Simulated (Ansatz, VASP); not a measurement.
**Ge: VASP beside Ansatz**

POSCAR

```
Ge
1.0
   -1.6279489865      1.6279489865      1.6279489865
    1.6279489865     -1.6279489865      1.6279489865
    1.6279489865      1.6279489865     -1.6279489865
Ge
1
Direct
    0.0000000000      0.0000000000      0.0000000000
```

File INCAR.step1:

```
SYSTEM = Ge
ALGO = Normal
EDIFF = 1E-4
ENCUT = 520
GGA = PE
ISMEAR = -1
LASPH = .TRUE.
LCHARG = .FALSE.
LREAL = .FALSE.
LWAVE = .TRUE.
NBANDS = 13
NELM = 100
PREC = Accurate
SIGMA = 0.1
```

INCAR.step2

```
SYSTEM = Ge
ALGO = Normal
EDIFF = 1E-7
ENCUT = 520
ISIF = 2
ISMEAR = -1
ISTART = 1
LASPH = .TRUE.
LCHARG = .FALSE.
LMIXTAU = .TRUE.
LREAL = .FALSE.
LWAVE = .FALSE.
METAGGA = R2SCAN
NBANDS = 13
NELM = 100
PREC = Accurate
SIGMA = 0.1
```

KPOINTS

```
k-points
0
G
  15 15 15
  0 0 0
```

Input for Ansatz:

```yaml
crystal:
  lattice:
    - [-1.6279489865, 1.6279489865, 1.6279489865]
    - [1.6279489865, -1.6279489865, 1.6279489865]
    - [1.6279489865, 1.6279489865, -1.6279489865]
  atoms:
    - { symbol: Ge, position: [0.0, 0.0, 0.0] }
hamiltonian:
  xc: r2scan
  pseudopotentials:
    kind: paw
    azcp:
      Ge: "pseudopotentials/Ge.paw.azcp"
basis:
  ecutwfc: 500
  fft_grid_basis: typed
kpoints:
  mp_grid: { grid: [15, 15, 15], shift: [0, 0, 0] }
magnetization:
  spin_polarized: false
scf:
  occupations: { method: fermi_dirac, width: 0.1 }
  lower_state_search: "off"
output:
  stress: true
  write_density: true
  write_potential: true
  elf: true
  volumetric_format: npy
```

Alike in both runs: task single point; functional r2SCAN; k mesh 15 × 15 × 15; occupations fermi-dirac, width 0.1 eV; no spin polarisation.

```csv
,VASP,Ansatz
version,VASP 6.6.1,Ansatz 0.2.0
potentials or method,"VASP PAW PBE potentials, release 64 (Ge_d)","plane waves (500 eV) with PAW, scalar-relativistic"
plane-wave cutoff (eV),520,500
valence electrons in the cell,14,14
```

```tsv
	VASP	Ansatz	Ansatz less VASP
pressure (GPa)	6.1	6.3	+0.23
```

With one functional, cell and mesh, what is left measures potentials, basis and numerics.

Caveats: the PAW data sets were made with another functional, which shifts forces and pressure a little (VASP).
